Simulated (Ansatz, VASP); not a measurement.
**Zr: VASP beside Ansatz**

```
Zr
1.0
     3.23200    0.03232    0.03232
    -1.58801    2.78283    0.01183
     0.05147    0.05147    5.14700
Zr
2
Direct
  0.33333 0.66667 0.25000
  0.66667 0.33333 0.75000
```

Change from the starting cell: equal xy, yz and zx shear strains of +2 %.

Alike in both runs: task single point; functional PBEsol; k mesh 13 × 13 × 7; occupations fermi-dirac, width 0.08 eV; no spin polarisation.

```csv
,VASP,Ansatz
version,VASP 6.6.1,Ansatz 0.2.0
potentials or method,"VASP PAW PBE potentials, release 64 (Zr_sv), cutoff 520 eV","all-electron LAPW, scalar-relativistic"
```

VASP gave:

- pressure (GPa): -3.2
- largest component of the traceless stress (GPa): 0.84
- rms of the force components (eV/Å): 0.020

Q: Which values does Ansatz return?

A: Pressure (GPa): -3.2; largest component of the traceless stress (GPa): 0.83; rms of the force components (eV/Å): 0.020.

Atom by atom the forces differ by 0.000 eV/Å (rms over components). Ansatz ran all-electron here, so the differences hold the error of VASP's frozen core and of both bases.

Caveats: the PAW data sets were made with another functional, which shifts forces and pressure a little (VASP).
